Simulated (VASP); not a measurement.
# Interstitial C in a supercell of W

How easily does interstitial C form in W? The host is relaxed first, then a supercell is run with and without the defect.

Main program and level: VASP 6.6.1; PBEsol; plane waves and PAW (W), in the first sound run; inputs show where later runs differ.

**1. The host crystal**

Symmetry: Im-3m, No. 229, cubic system. Conventional cell: a = 3.160 Å, b = 3.160 Å, c = 3.160 Å, α = 90.00°, β = 90.00°, γ = 90.00°. Nearest to W lie 8 W at 2.74 Å.

**2. The host at zero pressure**

Cell and atoms are relaxed first, so that later runs start from this functional's own cell.

The input, INCAR:

```
SYSTEM = W
PREC = Accurate
ENCUT = 400
EDIFF = 1E-06
NELM = 120
ISMEAR = 1
SIGMA = 0.15
LREAL = .FALSE.
ALGO = Normal
GGA = PS
NBANDS = 9
LASPH = .TRUE.
LORBIT = 11
LWAVE = .FALSE.
LCHARG = .FALSE.
KPAR = 8
IBRION = 2
NSW = 40
ISIF = 3
EDIFFG = -0.02
POTIM = 0.4
```

The input, POSCAR:

```
W
1.0
   -1.5800000000      1.5800000000      1.5800000000
    1.5800000000     -1.5800000000      1.5800000000
    1.5800000000      1.5800000000     -1.5800000000
W
1
Direct
    0.0000000000      0.0000000000      0.0000000000
```

The input, KPOINTS:

```
Automatic mesh
0
Gamma
15 15 15
0 0 0
```

PAW data sets: W (PBE family, release 64).

Started as:

```sh
> mpirun -np 8 vasp_std
```

The program printed:

```text
[banner, memory and clock lines left out]
running    8 mpi-ranks, on    1 nodes
 distrk:  each k-point on    1 cores,    8 groups
 distr:  one band on    1 cores,    1 groups

 POSCAR found type information on POSCAR W
 POSCAR found :  1 types and       1 ions
|                                                                             |
|           W    W    AA    RRRRR   N    N  II  N    N   GGGG   !!!           |
|           W    W   A  A   R    R  NN   N  II  NN   N  G    G  !!!           |
|           W    W  A    A  R    R  N N  N  II  N N  N  G       !!!           |
|           W WW W  AAAAAA  RRRRR   N  N N  II  N  N N  G  GGG   !            |
|           WW  WW  A    A  R   R   N   NN  II  N   NN  G    G                |
|           W    W  A    A  R    R  N    N  II  N    N   GGGG   !!!           |
|                                                                             |
|     For optimal performance we recommend to set                             |
|       NCORE = 2 up to number-of-cores-per-socket                            |
|     NCORE specifies how many cores store one orbital (NPAR=cpu/NCORE).      |
|     This setting can greatly improve the performance of VASP for DFT.       |
|     The default, NCORE=1 might be grossly inefficient on modern             |
|     multi-core architectures or massively parallel machines. Do your        |
|     Unfortunately you need to use the default for GW and RPA                |
|     calculations (for HF NCORE is supported but not extensively tested      |
|     yet).                                                                   |
|                                                                             |

|                                                                             |
|               ----> ADVICE to this user running VASP <----                  |
|                                                                             |
|     You enforced a specific xc type in the INCAR file but a different       |
|     [... a line on the potential file left out ...]
|     I HOPE YOU KNOW WHAT YOU ARE DOING!                                     |
|                                                                             |

 LDA part: xc-table for (Slater+PW92), standard interpolation
 POSCAR, INCAR and KPOINTS ok, starting setup
 FFT: planning ... GRIDC
 FFT: planning ... GRID_SOFT
 FFT: planning ... GRID
 WAVECAR not read
 entering main loop
       N       E                     dE             d eps       ncg     rms          rms(c)
DAV:   1     0.200135942431E+01    0.20014E+01   -0.25516E+03  2208   0.461E+02
DAV:   2    -0.143225839079E+02   -0.16324E+02   -0.15673E+02  2503   0.115E+02
DAV:   3    -0.146075107771E+02   -0.28493E+00   -0.28413E+00  2493   0.119E+01
DAV:   4    -0.146082063295E+02   -0.69555E-03   -0.69551E-03  2529   0.653E-01
DAV:   5    -0.146082081720E+02   -0.18425E-05   -0.18433E-05  2465   0.290E-02    0.214E+01
DAV:   6    -0.140854229902E+02    0.52279E+00   -0.39463E-01  2339   0.400E+00    0.105E+01
DAV:   7    -0.138831529760E+02    0.20227E+00   -0.45658E-01  2452   0.417E+00    0.297E-01
DAV:   8    -0.138809959387E+02    0.21570E-02   -0.23746E-03  2324   0.356E-01    0.108E-01
DAV:   9    -0.138808105074E+02    0.18543E-03   -0.16362E-04  2644   0.605E-02    0.139E-02
DAV:  10    -0.138808113703E+02   -0.86289E-06   -0.97278E-06  2436   0.218E-02
   1 F= -.13880811E+02 E0= -.13881186E+02  d E =-.138808E+02
 curvature:   0.00 expect dE= 0.000E+00 dE for cont linesearch  0.000E+00
 trial: gam= 0.00000 g(F)=  0.440E-65 g(S)=  0.258E-01 ort = 0.000E+00 (trialstep = 0.100E+01)
 search vector abs. value=  0.258E-01
 bond charge predicted
       N       E                     dE             d eps       ncg     rms          rms(c)
DAV:   1    -0.138749947650E+02    0.58157E-02   -0.10256E+00  2175   0.743E+00    0.323E+00
DAV:   2    -0.138611043272E+02    0.13890E-01   -0.12363E-02  2461   0.810E-01    0.145E+00
DAV:   3    -0.138566417545E+02    0.44626E-02   -0.10634E-02  2794   0.656E-01    0.262E-02
DAV:   4    -0.138566823395E+02   -0.40585E-04   -0.69161E-05  2409   0.556E-02    0.195E-02
DAV:   5    -0.138567174276E+02   -0.35088E-04   -0.62881E-05  2491   0.380E-02    0.469E-03
DAV:   6    -0.138567174184E+02    0.92164E-08   -0.43809E-07  1983   0.531E-03
   2 F= -.13856717E+02 E0= -.13856835E+02  d E =0.240940E-01
 trial-energy change:    0.024094  1 .order    0.024772   -0.025773    0.075317
 step:   0.2627(harm=  0.2549)  dis= 0.00000  next Energy=   -13.884210 (dE=-0.340E-02)
 bond charge predicted
       N       E                     dE             d eps       ncg     rms          rms(c)
DAV:   1    -0.138940728287E+02   -0.37355E-01   -0.54206E-01  2174   0.526E+00    0.239E+00
DAV:   2    -0.138865614020E+02    0.75114E-02   -0.73903E-03  2437   0.648E-01    0.107E+00
DAV:   3    -0.138842516160E+02    0.23098E-02   -0.56400E-03  2785   0.468E-01    0.278E-02
DAV:   4    -0.138842614801E+02   -0.98641E-05   -0.33276E-05  2358   0.392E-02    0.135E-02
DAV:   5    -0.138842746591E+02   -0.13179E-04   -0.41500E-05  2427   0.297E-02    0.349E-03
DAV:   6    -0.138842748223E+02   -0.16319E-06   -0.23654E-07  1568   0.401E-03
   3 F= -.13884275E+02 E0= -.13884593E+02  d E =-.346345E-02
 curvature:  -0.13 expect dE=-0.617E-06 dE for cont linesearch -0.617E-06
 trial: gam=-0.01352 g(F)=  0.308E-64 g(S)=  0.484E-05 ort = 0.353E-03 (trialstep = 0.853E+00)
 search vector abs. value=  0.101E-08
 reached required accuracy - stopping structural energy minimisation
```

Run time: 3.2 s. Hardware: 8 MPI ranks of Intel Xeon 6975P-C (Granite Rapids), shared host; peak memory 0.99 GiB.

The logs omit lines about the potential files and the build; timing stands in the text.

From OUTCAR (step 2):

```text
ion  position               nearest neighbor table
   1  0.000  0.000  0.000-

  LATTYP: Found a body centered cubic cell.
 ALAT       =     3.1600000000

 Subroutine GETGRP returns: Found 48 space group operations
 (whereof 48 operations were pure point group operations)

The static configuration has the point symmetry O_h .

 Found    120 irreducible k-points:

   k-points           NKPTS =    120   k-points in BZ     NKDIM =    120   number of bands    NBANDS=      9

   dimension x,y,z NGX =    18 NGY =   18 NGZ =   18
   dimension x,y,z NGXF=    36 NGYF=   36 NGZF=   36

   ENCUT  =  400.0 eV  29.40 Ry    5.42 a.u.   4.46  4.46  4.46*2*pi/ulx,y,z

   NELECT =       6.0000    total number of electrons

 k-points in reciprocal lattice and weights: Automatic mesh
   0.00000000  0.00000000  0.00000000       0.000
   0.06666667  0.00000000  0.00000000       0.004
   0.13333333  0.00000000  0.00000000       0.004
   0.20000000  0.00000000  0.00000000       0.004
   0.26666667  0.00000000  0.00000000       0.004
   0.33333333  0.00000000  0.00000000       0.004
   0.40000000  0.00000000  0.00000000       0.004
   0.46666667  0.00000000  0.00000000       0.004
   0.06666667  0.06666667  0.00000000       0.007
[...]
-0.46666667 -0.46666667  0.40000000       0.002
  -0.46666667  0.46666667  0.46666667       0.002

 average (electrostatic) potential at core
       1 -37.4712

 E-fermi :   7.8442

 k-point     1 :       0.0000    0.0000    0.0000
  band No.  band energies     occupation
      1      -1.8786      2.00000
      2       6.5797      2.00000
      3       6.5797      2.00000
      4       6.5797      2.00000
      5      10.1191     -0.00000
      6      10.1191     -0.00000
      7      23.2023      0.00000
      8      23.2023      0.00000
      9      23.2023      0.00000

 k-point     2 :       0.0667    0.0000    0.0000
  band No.  band energies     occupation
      1      -1.6642      2.00000
      2       6.4469      2.00000
      3       6.5502      2.00000
      4       6.7945      2.00000
      5       9.9121     -0.00000
      6      10.1229     -0.00000
      7      23.3873      0.00000
      8      23.5766      0.00000
      9      23.7344      0.00000

 k-point     3 :       0.1333    0.0000    0.0000
  band No.  band energies     occupation
      1      -1.0540      2.00000
      2       6.0920      2.00000
      3       6.4088      2.00000
      4       7.4286      2.00064
      5       9.5341     -0.00000
      6      10.1477     -0.00000
      7      23.7948      0.00000
      8      24.6517      0.00000
      9      24.9709      0.00000

  Total       -0.0064654     -0.0064654     -0.0064654      0.0000000     -0.0000000      0.0000000
  in kB       -0.6660785     -0.6660785     -0.6660785      0.0000000     -0.0000000      0.0000000
  external PRESSURE =      -0.6660785 kB  Pullay stress =       0.0000000 kB

  energy-cutoff  :      400.00
  volume of cell :       15.55
      direct lattice vectors                 reciprocal lattice vectors
    -1.572440825  1.572440825  1.572440825     0.000000000  0.317976990  0.317976990
     1.572440825 -1.572440825  1.572440825     0.317976990  0.000000000  0.317976990
     1.572440825  1.572440825 -1.572440825     0.317976990  0.317976990  0.000000000

 POSITION                                       TOTAL-FORCE (eV/Angst)
 -----------------------------------------------------------------------------------
      0.00000      0.00000      0.00000         0.000000      0.000000     -0.000000
 -----------------------------------------------------------------------------------
    total drift:                                0.000000      0.000000      0.000000

  FREE ENERGIE OF THE ION-ELECTRON SYSTEM (eV)
  ---------------------------------------------------
  free  energy   TOTEN  =       -13.8842748223 eV

  energy  without entropy=      -13.8852282015  energy(sigma->0) =      -13.88459262

 reached required accuracy - stopping structural energy minimisation

 total charge
# of ion       s       p       d       tot
------------------------------------------
    1        0.682   0.744   4.215   5.641

[... 3 further parts left out ...]
```

The PAW data sets were made with PBE, which is usual practice but a small mismatch for other functionals. The data set W keeps the semicore shell frozen, which is cheaper and a little less accurate. The run keeps the 48 symmetry operations of its start, so it cannot find a distortion of lower symmetry.

Relaxation path:

```csv
step,energy less that of the first step (eV),largest force (eV/Å),pressure (GPa),volume (Å³)
1,0.0000,0.0000,-4.79,15.78
2,0.0241,0.0000,14.80,14.93
3,-0.0035,0.0000,-0.07,15.55
```

```csv
"conventional cell, symmetrised",before,after,change
a (Å),3.160,3.145,-0.5 %
b (Å),3.160,3.145,-0.5 %
c (Å),3.160,3.145,-0.5 %
volume (Å³/atom),15.78,15.55,-1.4 %
```

The relaxed structure:

```
W
1.0
    -1.57244    1.57244    1.57244
     1.57244   -1.57244    1.57244
     1.57244    1.57244   -1.57244
W
1
Cartesian
  0.0000 0.0000 0.0000
```

This step gave:

```
electronic cycles                               : 22
electrons                                       : 6
free energy (TOTEN)                             : -13.88 eV
energy at zero smearing                         : -13.88 eV
Fermi energy                                    : 7.844 eV
labelled metallic, from the levels on this mesh : yes
```

The run ended after 3 ionic steps, 0.003 eV below its first step, once forces and stress met EDIFFG = -0.02.

(Part 1 of 4 ends here.)

[Lines on the potential files, build, host, timing and source positions are cut from VASP's logs without a mark.]

[Logs are printed without paths, hosts, clocks, repeated set-up lines and the standing remarks that a program may print on its own settings, such as how far it seeks lower states.]

[Hosts, paths, dates, database ids (printed as entryN), source tags and the programs' standing remarks are cut or masked in the printed files.]

[In band tables of VASP the shares of atoms and orbitals are scaled to a sum of 1 inside the atoms' spheres.]

[Runs that stopped without an error message from VASP are left out.]
